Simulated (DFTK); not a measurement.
**WC in DFTK: the effect of target pressure**

WC:

```xyz
2
Lattice="0.0000 2.1927 2.1927 2.1927 0.0000 2.1927 2.1927 2.1927 0.0000" Properties=species:S:1:pos:R:3 pbc="T T T"
W     0.0000    0.0000    0.0000
C     2.1927    2.1927    2.1927
```

Measurements of this composition are mostly on another form, of space group No. 187.

Alike in all runs:

| Property | Result |
| --- | --- |
| Program | DFTK 0.8.2 |
| Task | relaxation of cell and atoms |
| Functional | PBE |
| Potentials or basis | dojo.nc.sr.pbe.v0_4_1.standard.upf (PBE) |
| Cutoff | 1279 eV |
| k mesh | 7 × 7 × 7 |
| Occupations | fermi-dirac, width 0.05 eV |
| Spin | no spin polarisation |

Each run relaxes the cell or the atoms first.

Q: One run gave: relaxed volume 9.79 Å³/atom. Which target pressure did it use?
A. 0 GPa
B. 10 GPa
C. 5 GPa
D. 30 GPa
E. 20 GPa

A: D.

```tsv
target pressure	relaxed volume (Å³/atom)
0 GPa	10.50
5 GPa	10.36
10 GPa	10.24
20 GPa	10.00
30 GPa	9.79
```
